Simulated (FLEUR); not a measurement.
## RbBr under changes of volume

One of the cells (40.248 Å³/atom); the others are scaled copies at fixed shape and fractional positions:

```xyz
2
Lattice="0.0000 3.4270 3.4270 3.4270 0.0000 3.4270 3.4270 3.4270 0.0000" Properties=species:S:1:pos:R:3 pbc="T T T"
Rb    0.0000    0.0000    0.0000
Br    3.4270    3.4270    3.4270
```

| Quantity | Value |
| --- | --- |
| Program | FLEUR MaX-R8.1 (later development tree) |
| Functional | AM05 |
| Potentials or basis | all-electron |
| Basis | FLAPW |
| Kmax | 4.1 1/bohr |
| k mesh | 7 × 7 × 7 |
| Occupations | fermi-dirac, width 0.05 eV |
| Spin | no spin polarisation |

```csv
volume (Å³/atom),energy over the lowest point (meV/atom),gap on the mesh (eV)
37.833,13.53,4.34
38.638,7.36,4.29
40.248,?,?
41.858,0.00,4.05
42.663,2.08,3.97
```

Question: What does the run at 40.248 Å³/atom give?

Answer: Energy over the lowest point 0.85 meV/atom; gap on the mesh 4.18 eV.

Worked out: A Birch-Murnaghan fit of order 2 (a polynomial in V^(-2/3)) to the other rows has its minimum at 41.13 Å³/atom with B0 = V·E''(V) = 14.9 GPa. It gives 0.42 meV/atom at 40.248 Å³/atom, against the run's 0.85. A parabola through the other rows of the gap, of slope -3.08 eV per unit of ln V (its deformation potential) there, gives 4.18 eV, against the run's 4.18.

Energies are extrapolated to zero smearing.

Caveats: an odd mesh through Γ misses points on the zone boundary, where band edges often lie (some runs). Spin-orbit coupling on Br, Rb is left out.
